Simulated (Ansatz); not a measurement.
## Eigenvalues along a path: Hg (diamond type)

```xyz
2
Lattice="0.0000 2.9396 2.9396 2.9396 0.0000 2.9396 2.9396 2.9396 0.0000" Properties=species:S:1:pos:R:3 pbc="T T T"
Hg   -0.7349   -0.7349   -0.7349
Hg    0.7349    0.7349    0.7349
```

The cell comes from a relaxation on PAW files under the same functional, begun from a prototype that needn't be the stable phase.

All numbers are PBE results (scalar-relativistic) from Ansatz 0.2.0, with a Γ-centred 11×11×11 k mesh, Fermi–Dirac smearing of 0.05 eV, no spin polarisation. Methods: LAPW: all electrons, basis error target 1 meV/atom.

This run: volume at 0.45 of the series' base cell.

Spin–orbit coupling is left out, which matters for the heavy atoms. The structure type is held throughout; the real material can change phase at far lower pressure.

Path points, in fractions of the reciprocal vectors: Γ (0.000, 0.000, 0.000), X (0.500, 0.000, 0.500), U (0.625, 0.250, 0.625), K (0.375, 0.375, 0.750), L (0.500, 0.500, 0.500), W (0.500, 0.250, 0.750). The distance column jumps between branches of the path. Levels in eV from the Fermi level; bands 33 to 51, counted from the lowest band of the run. The gap is zero, the pressure 25.8 GPa.

```
# k(1/Å) point b33 b34 b35 b36 b37 b38 b39 b40 b41 b42 b43 b44 b45 b46 b47 b48 b49 b50 b51
0.000 Γ -9.70 -9.03 -9.03 -9.03 -8.99 -8.99 -7.04 -7.04 -7.04 -6.18 -6.18 6.24 7.06 7.06 7.06 7.66 8.14 8.14 8.14
0.134 - -9.64 -9.16 -9.04 -9.04 -8.96 -8.84 -7.11 -7.01 -7.01 -6.20 -6.14 5.41 6.21 6.21 7.07 7.74 8.92 9.03 9.03
0.267 - -9.47 -9.28 -9.06 -9.06 -8.89 -8.66 -7.30 -6.92 -6.92 -6.29 -6.06 4.22 5.05 5.05 6.46 8.02 10.08 10.26 10.26
0.401 - -9.38 -9.22 -9.08 -9.08 -8.76 -8.47 -7.53 -6.79 -6.79 -6.43 -5.95 2.93 3.96 3.96 6.01 7.38 11.34 11.37 11.37
0.534 - -9.44 -9.11 -9.11 -8.95 -8.60 -8.28 -7.73 -6.62 -6.62 -6.61 -5.81 1.57 2.98 2.98 5.68 6.69 12.27 12.27 12.67
0.668 - -9.45 -9.14 -9.14 -8.81 -8.40 -8.09 -7.80 -6.84 -6.43 -6.43 -5.57 0.19 2.15 2.15 5.48 6.16 13.21 13.21 13.94
0.802 - -9.42 -9.17 -9.17 -8.89 -8.16 -7.91 -7.71 -7.09 -6.25 -6.25 -5.13 -1.15 1.51 1.51 5.37 5.79 14.28 14.28 14.96
0.935 - -9.34 -9.19 -9.19 -9.05 -7.91 -7.77 -7.65 -7.36 -6.12 -6.12 -4.45 -2.41 1.10 1.10 5.34 5.54 15.40 15.40 15.79
1.069 X -9.21 -9.21 -9.19 -9.19 -7.67 -7.67 -7.63 -7.63 -6.08 -6.08 -3.52 -3.52 0.95 0.95 5.40 5.40 15.91 15.91 16.62
1.116 - -9.26 -9.21 -9.19 -9.14 -7.68 -7.67 -7.64 -7.63 -6.07 -6.07 -3.52 -3.52 0.89 0.97 5.41 5.49 15.67 15.79 16.12
1.163 - -9.32 -9.20 -9.20 -9.08 -7.71 -7.66 -7.65 -7.63 -6.07 -6.05 -3.52 -3.50 0.72 1.01 5.42 5.73 15.22 15.50 15.61
1.210 - -9.36 -9.20 -9.19 -9.01 -7.75 -7.66 -7.64 -7.63 -6.07 -6.01 -3.52 -3.48 0.47 1.08 5.45 6.10 14.72 15.12 15.14
1.258 - -9.41 -9.21 -9.18 -8.95 -7.80 -7.68 -7.63 -7.62 -6.06 -5.97 -3.53 -3.45 0.19 1.18 5.49 6.56 14.22 14.64 14.76
1.305 - -9.44 -9.22 -9.16 -8.89 -7.87 -7.71 -7.63 -7.60 -6.05 -5.93 -3.56 -3.40 -0.10 1.30 5.55 7.09 13.72 14.18 14.37
1.352 - -9.47 -9.23 -9.13 -8.84 -7.94 -7.74 -7.63 -7.56 -6.04 -5.89 -3.61 -3.33 -0.35 1.45 5.61 7.66 13.23 13.74 13.98
1.399 - -9.49 -9.24 -9.11 -8.79 -8.02 -7.78 -7.62 -7.52 -6.03 -5.86 -3.70 -3.25 -0.56 1.62 5.68 8.27 12.75 13.31 13.59
1.447 U -9.51 -9.25 -9.08 -8.75 -8.10 -7.81 -7.62 -7.47 -6.02 -5.85 -3.83 -3.13 -0.71 1.81 5.77 8.90 12.29 12.90 13.21
2.101 K -9.51 -9.25 -9.08 -8.75 -8.10 -7.81 -7.62 -7.47 -6.02 -5.85 -3.83 -3.13 -0.71 1.81 5.77 8.90 12.29 12.90 13.21
2.243 - -9.50 -9.30 -9.00 -8.68 -8.34 -7.94 -7.59 -7.29 -5.99 -5.88 -4.47 -2.61 -0.71 2.50 6.09 10.81 11.02 11.82 12.12
2.384 - -9.44 -9.34 -8.93 -8.68 -8.56 -8.07 -7.54 -7.08 -6.04 -5.97 -5.28 -1.81 -0.19 3.32 6.51 9.94 10.71 11.13 11.99
2.526 - -9.36 -9.34 -8.94 -8.76 -8.68 -8.22 -7.47 -6.92 -6.27 -5.98 -5.97 -0.78 0.66 4.22 7.02 9.04 9.86 10.26 11.32
2.668 - -9.36 -9.23 -9.02 -8.93 -8.72 -8.37 -7.38 -6.92 -6.52 -6.31 -5.99 0.47 1.75 5.12 7.61 8.36 9.10 9.52 10.84
2.809 - -9.33 -9.22 -9.10 -9.09 -8.75 -8.53 -7.27 -7.05 -6.74 -6.30 -6.04 1.90 3.02 5.94 7.67 8.45 8.50 8.93 10.60
2.951 - -9.45 -9.25 -9.11 -9.06 -8.82 -8.69 -7.16 -7.08 -6.91 -6.23 -6.10 3.48 4.44 6.57 7.34 7.94 8.50 9.24 10.61
3.093 - -9.64 -9.15 -9.09 -9.04 -8.91 -8.85 -7.07 -7.06 -7.00 -6.19 -6.15 5.12 5.95 6.94 7.12 7.61 8.23 9.16 9.46
3.235 Γ -9.70 -9.03 -9.03 -9.03 -8.99 -8.99 -7.04 -7.04 -7.04 -6.18 -6.18 6.24 7.06 7.06 7.06 7.66 8.14 8.14 8.14
3.350 - -9.66 -9.10 -9.10 -9.04 -8.90 -8.90 -7.04 -7.04 -7.04 -6.17 -6.17 5.33 6.73 6.73 6.78 7.77 8.47 8.47 9.31
3.466 - -9.53 -9.17 -9.17 -9.04 -8.80 -8.80 -7.06 -7.06 -7.02 -6.16 -6.16 3.78 6.16 6.16 6.49 8.39 8.99 8.99 9.80
3.582 - -9.35 -9.22 -9.22 -9.05 -8.71 -8.71 -7.08 -7.08 -6.96 -6.16 -6.16 2.21 5.59 5.59 6.31 9.19 9.31 9.35 9.35
3.697 - -9.23 -9.23 -9.18 -9.03 -8.65 -8.65 -7.07 -7.07 -6.80 -6.16 -6.16 0.70 5.08 5.08 6.20 8.77 9.43 9.43 10.18
3.813 - -9.23 -9.23 -9.11 -8.94 -8.63 -8.63 -7.04 -7.04 -6.48 -6.18 -6.18 -0.72 4.66 4.66 6.16 8.31 9.36 9.36 11.30
3.929 - -9.21 -9.21 -9.10 -8.85 -8.64 -8.64 -6.98 -6.98 -6.21 -6.21 -5.96 -2.02 4.34 4.34 6.17 7.94 9.27 9.27 12.54
4.044 - -9.19 -9.19 -9.10 -8.81 -8.67 -8.67 -6.92 -6.92 -6.23 -6.23 -5.25 -3.19 4.15 4.15 6.20 7.70 9.20 9.20 13.33
4.160 L -9.18 -9.18 -9.10 -8.80 -8.68 -8.68 -6.90 -6.90 -6.25 -6.25 -4.61 -3.98 4.08 4.08 6.22 7.62 9.17 9.17 13.54
4.255 - -9.23 -9.19 -9.06 -8.79 -8.66 -8.64 -6.94 -6.93 -6.23 -6.22 -4.61 -3.93 3.61 3.97 6.62 7.44 9.33 9.54 13.34
4.349 - -9.31 -9.22 -9.02 -8.76 -8.61 -8.55 -7.02 -7.01 -6.18 -6.16 -4.59 -3.80 2.71 3.62 7.24 7.26 9.84 10.34 12.85
4.443 - -9.38 -9.27 -8.99 -8.72 -8.53 -8.42 -7.15 -7.11 -6.12 -6.07 -4.55 -3.58 1.76 3.09 7.23 7.76 10.70 11.29 12.28
4.538 - -9.43 -9.32 -8.96 -8.69 -8.44 -8.27 -7.29 -7.21 -6.06 -5.99 -4.46 -3.33 0.88 2.44 7.41 8.13 11.52 11.61 12.40
4.632 - -9.46 -9.36 -8.93 -8.69 -8.32 -8.11 -7.44 -7.32 -6.00 -5.92 -4.31 -3.08 0.15 1.74 7.73 8.46 11.06 11.23 13.40
4.727 - -9.48 -9.41 -8.89 -8.71 -8.19 -7.96 -7.59 -7.42 -5.94 -5.87 -4.07 -2.96 -0.31 1.06 8.17 8.80 10.52 10.58 14.57
4.821 - -9.48 -9.44 -8.85 -8.75 -8.06 -7.84 -7.71 -7.53 -5.90 -5.85 -3.76 -3.07 -0.37 0.44 8.68 9.15 9.94 10.04 15.66
4.916 W -9.47 -9.47 -8.80 -8.80 -7.92 -7.92 -7.64 -7.64 -5.86 -5.86 -3.39 -3.39 -0.08 -0.08 9.22 9.22 9.63 9.63 16.42
4.983 - -9.46 -9.46 -8.81 -8.81 -7.91 -7.91 -7.64 -7.64 -5.87 -5.87 -3.40 -3.40 -0.04 -0.04 8.64 8.64 10.25 10.25 16.38
5.049 - -9.45 -9.45 -8.84 -8.84 -7.88 -7.88 -7.64 -7.64 -5.89 -5.89 -3.41 -3.41 0.05 0.05 7.93 7.93 11.08 11.08 16.34
5.116 - -9.43 -9.43 -8.89 -8.89 -7.83 -7.83 -7.64 -7.64 -5.93 -5.93 -3.44 -3.44 0.20 0.20 7.27 7.27 11.93 11.93 16.30
5.183 - -9.40 -9.40 -8.95 -8.95 -7.79 -7.79 -7.64 -7.64 -5.97 -5.97 -3.46 -3.46 0.39 0.39 6.68 6.68 12.82 12.82 16.27
5.250 - -9.36 -9.36 -9.01 -9.01 -7.74 -7.74 -7.64 -7.64 -6.01 -6.01 -3.49 -3.49 0.59 0.59 6.16 6.16 13.72 13.72 16.25
5.316 - -9.31 -9.31 -9.07 -9.07 -7.70 -7.70 -7.64 -7.64 -6.04 -6.04 -3.50 -3.50 0.77 0.77 5.76 5.76 14.62 14.62 16.25
5.383 - -9.26 -9.26 -9.14 -9.14 -7.68 -7.68 -7.64 -7.64 -6.07 -6.07 -3.52 -3.52 0.91 0.91 5.49 5.49 15.48 15.48 16.29
5.450 X -9.21 -9.21 -9.19 -9.19 -7.67 -7.67 -7.63 -7.63 -6.08 -6.08 -3.52 -3.52 0.95 0.95 5.40 5.40 15.91 15.91 16.62
```
